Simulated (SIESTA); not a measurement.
Runs of SIESTA 5.4.2 on Cu2O (Cuprite). Symmetry: Pn-3m, No. 224, cubic system. Conventional cell: a = 4.260 Å, b = 4.260 Å, c = 4.260 Å, α = 90.00°, β = 90.00°, γ = 90.00°. Cu (site symmetry -3m) has 2 O at 1.84 Å as nearest neighbours. Around O (site symmetry -43m) lie 4 Cu at 1.84 Å. 

```tsv
level	potentials or basis	gap on the mesh (eV)	pressure (GPa)
PBE	PseudoDojo 0.4 standard (PBE files), TZDP (energy shift 0.002 Ry)	0.52	2.9
BLYP	PseudoDojo 0.4 standard (PBE files), DZP (energy shift 0.002 Ry)	(a)	9.1
PBE	PseudoDojo 0.4 standard (PBE files), SZ (energy shift 0.002 Ry)	0.83	14.2
PBE	PseudoDojo 0.4 standard (PBE files), DZP (energy shift 0.002 Ry)	0.48	4.2
vdW-DF-cx	PseudoDojo 0.4 standard (PBE files), DZP (energy shift 0.002 Ry)	0.49	(b)
```

Alike in all rows: task band structure; no spin polarisation; cell as given; k mesh 6 × 6 × 6; smearing fermi-dirac 0.05 eV; grid cutoff 800 Ry; energy shift 0.002 Ry.

Problem. Estimate the missing entries.

Solution. (a) 0.60; (b) -0.3.

Caveats: the basis of atomic orbitals isn't converged, which shifts pressures, moduli and gaps; semicore shells carry a single zeta, which can move pressures by several GPa and volumes by a few percent (some runs); the potentials were made for another functional, which shifts forces and pressure (some runs); the basis has no polarisation orbitals (some runs); short orbitals over semicore shells can move pressures by several GPa (some runs).

